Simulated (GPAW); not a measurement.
Al2Au:

```
Au Al
1.0
     0.00000    3.00000    3.00000
     3.00000    0.00000    3.00000
     3.00000    3.00000    0.00000
Au Al
1 2
Direct
  0.00000 0.00000 0.00000
  0.75000 0.75000 0.75000
  0.25000 0.25000 0.25000
```

Base run:

```yaml
Program: GPAW 26.7.0
Functional: BLYP
Potentials_or_basis: PAW data sets generated in the run's folder for this functional
Cutoff: 600 eV
Basis: pw
k_mesh: 8 × 8 × 8
Occupations: fermi-dirac, width 0.05 eV
Spin: no spin polarisation
```

Its results: pressure 7.3 GPa.

Problem. The run is repeated on the same cell with these changes: functional from BLYP to PBEsol. What comes out?

Solution. Pressure 0.5 GPa.

PBEsol binds more tightly than BLYP, so the same cell stands under less pressure.

Not every run made on this cell is shown here.
